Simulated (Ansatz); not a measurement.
# Relaxing In

Level of theory: DFT r2SCAN, scalar-relativistic, plane waves, PAW (Ansatz). Cutoff 500 eV, Γ-centred k mesh, Gaussian smearing, no spin polarisation in the final step.

In was placed on the alpha-gallium structure type (Cmce, No. 64), at a guessed volume.

```yaml
crystal:
  lattice:
    - [2.53990, -4.30465, 0.00000]
    - [2.53990, 4.30465, 0.00000]
    - [0.00000, 0.00000, 5.08655]
  atoms:
    - { symbol: In, position: [0.15250, 0.84750, 0.07850] }
    - { symbol: In, position: [0.65250, 0.34750, 0.42150] }
    - { symbol: In, position: [0.84750, 0.15250, 0.92150] }
    - { symbol: In, position: [0.34750, 0.65250, 0.57850] }
```

Cell and atoms relax at zero pressure; the relaxation can't lower the symmetry of the start. After a coarse first stage the cell is made exact in the group found at 0.06 Å.

Question: Describe the relaxed structure.

Answer: It keeps Cmce (No. 64). The result has the alpha-gallium structure. Conventional cell: a = 5.148 Å, b = 8.719 Å, c = 5.150 Å. In has 1 In at 2.86 Å and 6 In at 3.05–3.17 Å.

```xyz
4
Lattice="2.5738 -4.3594 0.0000 2.5738 4.3594 0.0000 0.0000 0.0000 5.1497" Properties=species:S:1:pos:R:3 pbc="T T T"
In    2.5738    2.9949    0.4331
In    2.5738   -1.3644    2.1417
In    2.5738   -2.9949    4.7166
In    2.5738    1.3644    3.0079
```

Question: What are its volume, density and gap?

Answer: The volume per atom is 28.89 Å³. The density is 6.60 g/cm³ and the gap on the 10×10×10 mesh is 0 eV (a metal).

The final run used a 10×10×10 mesh on its 4-atom cell and 0.10 eV smearing. A structure relaxed within its symmetry needn't be a true minimum.